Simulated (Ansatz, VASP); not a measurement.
**One calculation of Ni, two programs**

POSCAR

```
Ni
1.0
    0.0000000000      1.7380692641      1.7380692641
    1.7380692641      0.0000000000      1.7380692641
    1.7380692641      1.7380692641      0.0000000000
Ni
1
Direct
    0.0000000000      0.0000000000      0.0000000000
```

The input INCAR.step1:

```
ALGO     = Normal         # electronic algorithm
EDIFF    = 1E-4           # SCF threshold, eV
ENCUT    = 520            # plane-wave cutoff, eV
GGA      = PE             # functional
ISMEAR   = -1             # smearing method
ISPIN    = 2              # spin polarisation
LASPH    = T              # aspherical terms in the spheres
LCHARG   = F              # write CHGCAR
LMAXMIX  = 4              # l up to which the mixer works
LREAL    = F              # projectors in reciprocal space
LWAVE    = T              # write WAVECAR
MAGMOM   = 0.807          # initial moments
NBANDS   = 15             # bands
NELM     = 150            # most SCF steps
PREC     = Accurate       # precision mode
SIGMA    = 0.05           # smearing width, eV
```

The input INCAR.step2:

```
ALGO     = Normal         # electronic algorithm
EDIFF    = 1E-7           # SCF threshold, eV
ENCUT    = 520            # plane-wave cutoff, eV
ISIF     = 2              # what is computed and relaxed
ISMEAR   = -1             # smearing method
ISPIN    = 2              # spin polarisation
ISTART   = 1            
LASPH    = T              # aspherical terms in the spheres
LCHARG   = T              # write CHGCAR
LELF     = T              # ELF
LMAXMIX  = 4              # l up to which the mixer works
LMIXTAU  = T            
LORBIT   = 11             # projections on sites
LREAL    = F              # projectors in reciprocal space
LVHAR    = T            
LWAVE    = F              # write WAVECAR
MAGMOM   = 0.807          # initial moments
METAGGA  = R2SCAN         # meta-GGA
NBANDS   = 15             # bands
NELM     = 150            # most SCF steps
PREC     = Accurate       # precision mode
SIGMA    = 0.05           # smearing width, eV
```

File KPOINTS:

```
k-points
0
Gamma
  7 7 7
```

Input for Ansatz:

```yaml
crystal:
  lattice:
    - [0.0, 1.7380692641, 1.7380692641]
    - [1.7380692641, 0.0, 1.7380692641]
    - [1.7380692641, 1.7380692641, 0.0]
  atoms:
    - { symbol: Ni, position: [0.0, 0.0, 0.0], spin: 0.807 }
hamiltonian:
  xc: r2scan
  pseudopotentials:
    kind: paw
    azcp:
      Ni: "pseudopotentials/Ni.paw.azcp"
basis:
  ecutwfc: 500
  fft_grid_basis: typed
kpoints:
  mp_grid: { grid: [7, 7, 7], shift: [0, 0, 0] }
magnetization:
  spin_polarized: true
scf:
  occupations: { method: fermi_dirac, width: 0.05 }
  lower_state_search: "off"
output:
  stress: true
```

Alike in both runs: task single point; functional r2SCAN; k mesh 7 × 7 × 7; occupations fermi-dirac, width 0.05 eV; collinear spin.

|  | VASP | Ansatz |
| --- | --- | --- |
| version | VASP 6.6.1 | Ansatz 0.2.0 |
| potentials or method | VASP PAW PBE potentials, release 64 (Ni) | plane waves (500 eV) with PAW, scalar-relativistic |
| plane-wave cutoff (eV) | 520 | 500 |
| valence electrons in the cell | 10 | 18 |

```csv
,VASP,Ansatz,Ansatz less VASP
pressure (GPa),1.8,1.4,-0.37
net moment per atom (μB),0.85,0.85,+0.003
size of the moment on the site where the two differ most (μB),0.86,0.91,+0.050
```

Site moments also hang on the region over which each program counts them. The two sets of potentials don't hold the same shells in valence. Ansatz warned: «stability_check_not_made».

Caveats: the k mesh is coarse (spacing up to 0.45 Å⁻¹), so the values aren't converged; the PAW data sets were made with another functional, which shifts forces and pressure a little (VASP).
